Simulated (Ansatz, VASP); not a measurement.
# Pd: VASP beside Ansatz

```xyz
1
Lattice="0.0000 1.9068 1.9068 1.9068 0.0000 1.9068 1.9068 1.9068 0.0000" Properties=species:S:1:pos:R:3 pbc="T T T"
Pd    0.0000    0.0000    0.0000
```

Alike in both runs: task single point; functional RPBE; dispersion D4; k mesh 12 × 12 × 12; occupations fermi-dirac, width 0.05 eV; no spin polarisation.

```csv
,VASP,Ansatz
version,VASP 6.6.1,Ansatz 0.2.0
potentials or method,"VASP PAW PBE potentials, release 64 (Pd)",Ansatz PAW
plane-wave cutoff (eV),520,420
valence electrons in the cell,10,18
```

VASP gave:

| Item | Value |
| --- | --- |
| gap on the k mesh at the Fermi level (eV) | none |
| pressure (GPa) | 15.4 |
| dispersion energy (meV/atom) | -1014.3 |

Task: Estimate Ansatz's values.

Result: gap on the k mesh at the Fermi level (eV): none; pressure (GPa): 15.8; dispersion energy (meV/atom): -1014.4.

A gap of «none» marks a metal or a gap that the smearing closes. The two sets of potentials don't hold the same shells in valence.

Caveats: pairwise dispersion overbinds metals, which lowers pressure and volume; so large a pressure means that the cell lies far from this level's equilibrium, or that cutoff or potentials fall short (VASP); the potentials were made for another functional, which shifts forces and pressure (VASP); the PAW data sets come from PBE, with cores solved anew for the run's functional, which leaves a small shift of forces and pressure (Ansatz).
